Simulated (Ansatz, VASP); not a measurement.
# One calculation of Gd, two programs

Contents of INCAR:

```
SYSTEM = Gd
  PREC = Accurate
  ENCUT = 520
  EDIFF = 1E-7
  ISMEAR = -1
  SIGMA = 0.05
  LREAL = .FALSE.
  LASPH = .TRUE.
  NELM = 120
  ALGO = Normal
  ISIF = 2
  LWAVE = .FALSE.
  LCHARG = .FALSE.
  ISPIN = 2
  MAGMOM = 7
  LORBIT = 11
  LMAXMIX = 6
  GGA = PE
  NBANDS = 19
```

File KPOINTS:

```
Automatic mesh
0
G
  9 9 9
  0 0 0
```

The input POSCAR:

```
Gd
1.0
   -2.0516477927      2.0516477927      2.0516477927
    2.0516477927     -2.0516477927      2.0516477927
    2.0516477927      2.0516477927     -2.0516477927
Gd
1
Direct
    0.0000000000      0.0000000000      0.0000000000
```

File input.yaml:

```yaml
crystal:
  lattice:
    - [-2.0516477927, 2.0516477927, 2.0516477927]
    - [2.0516477927, -2.0516477927, 2.0516477927]
    - [2.0516477927, 2.0516477927, -2.0516477927]
  atoms:
    - { symbol: Gd, position: [0.0, 0.0, 0.0], spin: 7.0 }
hamiltonian:
  xc: pbe
  pseudopotentials: { kind: paw }
magnetization:
  spin_polarized: true
kpoints:
  mp_grid: { grid: [9, 9, 9] }
scf:
  occupations: { method: fermi_dirac, width: 0.05 }
output:
  forces: true
  stress: true
  eigenvalues: true
```

Change from the starting cell: volume scaled by 1.04.

Alike in both runs: task single point; functional PBE; k mesh 9 × 9 × 9; occupations fermi-dirac, width 0.05 eV; collinear spin, ferromagnetic start.

|  | VASP | Ansatz |
| --- | --- | --- |
| version | VASP 6.6.1 | Ansatz 0.2.0 |
| potentials or method | VASP PAW PBE potentials, release 64 (Gd) | Ansatz PAW |
| plane-wave cutoff (eV) | 520 | 420 |
| valence electrons in the cell | 18 | 18 |

Ansatz gave:

```
gap on the k mesh at the Fermi level (eV)                     : none
pressure (GPa)                                                : -1.2
net moment per atom (μB)                                      : 7.61
size of the moment on the site where the two differ most (μB) : 7.33
```

Question: What did VASP give for the same quantities?

Answer: gap on the k mesh at the Fermi level (eV): none; pressure (GPa): -1.3; net moment per atom (μB): 7.62; size of the moment on the site where the two differ most (μB): 6.99.

Site moments also hang on the region over which each program counts them. A gap of «none» marks a metal or a gap that the smearing closes.

Caveats: spin-orbit coupling is left out, which moves the levels of the heavy elements. The state reached can hang on the start; a lower one may exist.
